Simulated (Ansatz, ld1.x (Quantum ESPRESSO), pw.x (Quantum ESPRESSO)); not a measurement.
What a changed setting does to a pw.x run (bcc Al)

Potential: norm-conserving Troullier–Martins (Kleinman–Bylander form), ld1.x (Quantum ESPRESSO) 7.5, PBE; core [Ne], reference 3s2 3p1; waves: 3s (bound): rc 1.66 bohr; 3d channel at 0.05 Ry: rc 1.70 bohr; 3p (bound): rc 1.78 bohr; local part: the p channel; core correction: none.

The reference run (k-mesh 14³, cutoffs 40/160 Ry, Fermi–Dirac 0.01 Ry, mixing_beta 0.4, conv_thr 1e-9, no spin) gives 0.82 GPa at 16.945 Å³/atom, where all-electron LAPW gives 0.07 GPa. This run, with its own iteration cap, changes mixing_ndim to 2.

```
&control
  calculation='scf', prefix='x', pseudo_dir='./', outdir='./tmp', tstress=.true., disk_io='none'
/
&system
  ibrav=0, nat=1, ntyp=1, ecutwfc=40, ecutrho=160, nbnd=8,
  occupations='smearing', smearing='fd', degauss=0.01
/
&electrons
  conv_thr=1e-09, mixing_beta=0.4, electron_maxstep=60, mixing_ndim=2
/
ATOMIC_SPECIES
Al 1.0 Al.UPF
CELL_PARAMETERS angstrom
  -1.61805716 1.61805716 1.61805716
  1.61805716 -1.61805716 1.61805716
  1.61805716 1.61805716 -1.61805716
ATOMIC_POSITIONS crystal
Al 0.0000 0.0000 0.0000
K_POINTS automatic
14 14 14 0 0 0
```

```bash
pw.x < Al.scf.in > Al.scf.out
```

Q: How does the run end?

A: It converges in 5 iterations; the free energy moves by +0.0 meV/atom and the pressure by +0.00 GPa. The result is that of the reference run.

```
Message from routine setup:
     using ibrav=0 with symmetry is DISCOURAGED, use correct ibrav instead
     lattice parameter (alat)  =       5.2961  a.u.
     unit-cell volume          =     114.3505 (a.u.)^3
     number of electrons       =         3.00
     number of Kohn-Sham states=            8
     kinetic-energy cutoff     =      40.0000  Ry
     charge density cutoff     =     160.0000  Ry
     scf convergence threshold =      1.0E-09
     Exchange-correlation= PBE
     number of k points=   104  Fermi-Dirac smearing, width (Ry)=  0.0100
     iteration #  1     ecut=    40.00 Ry     beta= 0.40
     total energy              =      -4.14167194 Ry
     estimated scf accuracy    <       0.00510425 Ry
     iteration #  2     ecut=    40.00 Ry     beta= 0.40
     total energy              =      -4.14147671 Ry
     estimated scf accuracy    <       0.00171684 Ry
     iteration #  3     ecut=    40.00 Ry     beta= 0.40
     total energy              =      -4.14149974 Ry
     estimated scf accuracy    <       0.00000106 Ry
     iteration #  4     ecut=    40.00 Ry     beta= 0.40
     total energy              =      -4.14150042 Ry
     estimated scf accuracy    <       0.00000036 Ry
     iteration #  5     ecut=    40.00 Ry     beta= 0.40
     the Fermi energy is     7.6858 ev
!    total energy              =      -4.14150044 Ry
     estimated scf accuracy    <          2.8E-10 Ry
     smearing contrib. (-TS)   =      -0.00173452 Ry
     The total energy is F=E-TS. E is the sum of the following terms:
     one-electron contribution =       2.80031403 Ry
     hartree contribution      =       0.00422694 Ry
     xc contribution           =      -1.58844083 Ry
     ewald contribution        =      -5.35586606 Ry
     convergence has been achieved in   5 iterations
          total   stress  (Ry/bohr**3)                   (kbar)     P=        8.20
     Message from routine punch:
     Nothing written, as per user request (disk_io='none')
```

The run took about 4.7 s on one core of a shared host (Neoverse-V1, 32 threads, 247 GiB, load 22).
